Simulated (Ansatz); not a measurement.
Crystal: TiTe.

```
Ti Te
1.0
     0.00000    3.05007    3.05007
     3.05007    0.00000    3.05007
     3.05007    3.05007    0.00000
Ti Te
1 1
Direct
  0.50000 0.50000 0.50000
  0.00000 0.00000 0.00000
```

The cell comes from a database or a generator and needn't be the stable form of this composition.

```yaml
Program: Ansatz 0.2.0
Task: relaxation of cell and atoms
Functional: PBE
Potentials_or_basis: Ansatz PAW
Cutoff: "420 eV (not typed: the program's choice for these potentials)"
k_mesh: 6 × 6 × 6
Occupations: fermi-dirac, width 0.05 eV
Spin: spin-orbit coupling, no magnetisation
```

At the start: volume 28.37 Å³/atom.

**Question.** Where does the relaxation end?

**Answer.** It ends after 6 steps and the volume is 22.60 Å³/atom (-20.4 %); space group Fm-3m (No. 225, to 0.05 Å).

The path:
```csv
step,energy change (eV),largest force (eV/Å),volume (Å³)
1,0.0000,0.0000,56.75
2,-0.4119,0.0000,48.85
3,-0.4531,0.0000,43.25
4,-0.4746,0.0000,45.47
5,-0.4751,0.0000,45.20
6,-0.4735,0.0000,45.20
```

Final structure:
```cif
data_structure
_symmetry_space_group_name_H-M 'P 1'
_symmetry_Int_Tables_number 1
_cell_length_a 3.9983
_cell_length_b 3.9983
_cell_length_c 3.9983
_cell_angle_alpha 60.000
_cell_angle_beta 60.000
_cell_angle_gamma 60.000
_cell_volume 45.20
loop_
_atom_site_label
_atom_site_type_symbol
_atom_site_fract_x
_atom_site_fract_y
_atom_site_fract_z
_atom_site_occupancy
Ti1 Ti 0.50000 0.50000 0.50000 1
Te1 Te 0.00000 0.00000 0.00000 1
```

Caveat: the volume moved by over 15 % at a fixed basis, so the end points are rough; the plane-wave basis is chosen anew once the cell has moved, so the energies of steps on either side of that aren't comparable.
